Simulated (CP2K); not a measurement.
Runs of CP2K 2026.2 on Pb. Symmetry: Fm-3m, No. 225, cubic system. Conventional cell: a = 4.950 Å, b = 4.950 Å, c = 4.950 Å, α = 90.00°, β = 90.00°, γ = 90.00°. Pb (site symmetry m-3m) has 12 Pb at 3.50 Å as nearest neighbours. 

```csv
task,level,potentials or basis,cell,k mesh,smearing,EPS_DEFAULT,k points reduced by the point group,NGRIDS,basis sets,potentials,gap on the mesh (eV),pressure (GPa),relaxed volume (Å³/atom)
band structure,LDA,GTH_POTENTIALS Pb GTH-PADE-q4; TZVP-MOLOPT-PBE-GTH basis,as given,9 × 9 × 9,fermi-dirac 0.05 eV,1.0E-9,yes,5,Pb TZVP-MOLOPT-PBE-GTH-q4,Pb GTH-PADE-q4 of GTH_POTENTIALS,none,-3.2,-
band structure,PBEsol,POTENTIAL_UZH Pb GTH-PBE-q4; TZVP-MOLOPT-PBE-GTH basis,as given,9 × 9 × 9,fermi-dirac 0.05 eV,1.0E-10,yes,4,Pb TZVP-MOLOPT-PBE-GTH-q4,Pb GTH-PBE-q4 of POTENTIAL_UZH,none,2.5,-
single point,PBE,POTENTIAL_UZH Pb GTH-PBE-q4; TZVP-MOLOPT-PBE-GTH basis,as given,9 × 9 × 9,gaussian 0.027 eV,1.0E-10,yes,4,Pb TZVP-MOLOPT-PBE-GTH-q4,Pb GTH-PBE-q4 of POTENTIAL_UZH,none,(b),-
relaxation of cell and atoms,PBEsol+D3(BJ),POTENTIAL_UZH Pb GTH-PBE-q4; TZVP-MOLOPT-PBE-GTH basis,relaxed,9 × 9 × 9,fermi-dirac 0.05 eV,1.0E-10,-,4,Pb TZVP-MOLOPT-PBE-GTH-q4,Pb GTH-PBE-q4 of POTENTIAL_UZH,none,0.0,(a)
band structure,LDA,GTH_POTENTIALS Pb GTH-PADE-q4; TZVP-MOLOPT-PBE-GTH basis,as given,9 × 9 × 9,fermi-dirac 0.0259 eV,1.0E-9,yes,5,Pb TZVP-MOLOPT-PBE-GTH-q4,Pb GTH-PADE-q4 of GTH_POTENTIALS,none,-3.2,-
relaxation of cell and atoms,PBE,POTENTIAL_UZH Pb GTH-PBE-q4; TZVP-MOLOPT-PBE-GTH basis,relaxed,7 × 7 × 7,fermi-dirac 0.05 eV,1.0E-10,-,5,Pb TZVP-MOLOPT-PBE-GTH-q4,Pb GTH-PBE-q4 of POTENTIAL_UZH,none,0.0,32.83
band structure,r2SCAN,POTENTIAL_UZH Pb GTH-SCAN-q4; TZVP-MOLOPT-SCAN-GTH basis,as given,9 × 9 × 9,fermi-dirac 0.05 eV,1.0E-9,yes,5,Pb TZVP-MOLOPT-SCAN-GTH-q4,Pb GTH-SCAN-q4 of POTENTIAL_UZH,none,-0.3,-
```

Alike in all rows: no spin polarisation.

Estimate the missing entries.

(a) 30.35; (b) 3.3.

Caveats: the basis of atomic orbitals isn't converged, which shifts pressures, moduli and gaps; the potentials were made for another functional, which shifts forces and pressure (some runs); the printed path begins after the first move (some runs); pairwise dispersion overbinds metals, which lowers pressure and volume (some runs); the real-space grid breaks the cell's symmetry a little (some runs).

A k mesh can miss the band edges, and the runs leave out spin-orbit coupling on Pb.

A gap of «none» marks a metal or a gap under the smearing width.

Not every run made on this cell is shown here.
